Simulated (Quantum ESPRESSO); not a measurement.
# Pb: band structure with PBE

Pb:

```
Pb
1.0
     0.00000    2.47502    2.47502
     2.47502    0.00000    2.47502
     2.47502    2.47502    0.00000
Pb
1
Direct
  0.00000 0.00000 0.00000
```

* Program: Quantum ESPRESSO 7.5
* Task: band structure
* Functional: PBE
* Potentials or basis: PseudoDojo 0.4.1 SR PBE standard
* Cutoff: 762 eV
* Density cutoff: 3048 eV
* k mesh: 9 × 9 × 9
* Occupations: fermi-dirac, width 0.05 eV
* Spin: no spin polarisation
* Mixing beta: 0.5
* Most SCF iterations: 120
* SCF threshold: 2e-10 Ry

The pressure is 2.3 GPa. The band gap on the k mesh is none (metal or under the smearing width).

Levels at the corners of the path, in eV from the Fermi level:
| point | band 4 | band 5 | band 6 | band 7 | band 8 | band 9 | band 10 | band 11 |
| --- | --- | --- | --- | --- | --- | --- | --- | --- |
| Γ | -16.81 | -16.81 | -11.62 | 7.57 | 7.57 | 7.57 | 10.23 | 11.46 |
| X | -16.64 | -16.64 | -6.58 | -3.13 | 2.21 | 2.21 | 5.52 | 6.79 |
| W | -16.77 | -16.64 | -6.48 | -1.23 | -1.23 | 0.41 | 11.01 | 12.48 |
| K | -16.74 | -16.69 | -6.67 | -2.14 | -1.08 | 3.14 | 6.63 | 11.59 |
| Γ | -16.81 | -16.81 | -11.62 | 7.57 | 7.57 | 7.57 | 10.23 | 11.46 |
| L | -16.68 | -16.68 | -7.99 | -4.07 | 5.74 | 5.74 | 9.60 | 9.63 |
| U | -16.74 | -16.69 | -6.67 | -2.14 | -1.08 | 3.14 | 6.63 | 11.59 |
| W | -16.77 | -16.64 | -6.48 | -1.23 | -1.23 | 0.41 | 11.01 | 12.48 |
| L | -16.68 | -16.68 | -7.99 | -4.07 | 5.74 | 5.74 | 9.60 | 9.63 |
| K | -16.74 | -16.69 | -6.67 | -2.14 | -1.08 | 3.14 | 6.63 | 11.59 |
| U | -16.74 | -16.69 | -6.67 | -2.14 | -1.08 | 3.14 | 6.63 | 11.59 |
| X | -16.64 | -16.64 | -6.58 | -3.13 | 2.21 | 2.21 | 5.52 | 6.79 |

Wall time 17 s on 1 thread of Arm Neoverse V1, on a shared host, peak memory 0.09 GiB.

Caveat: spin-orbit coupling is left out, which moves the levels of the heavy elements.
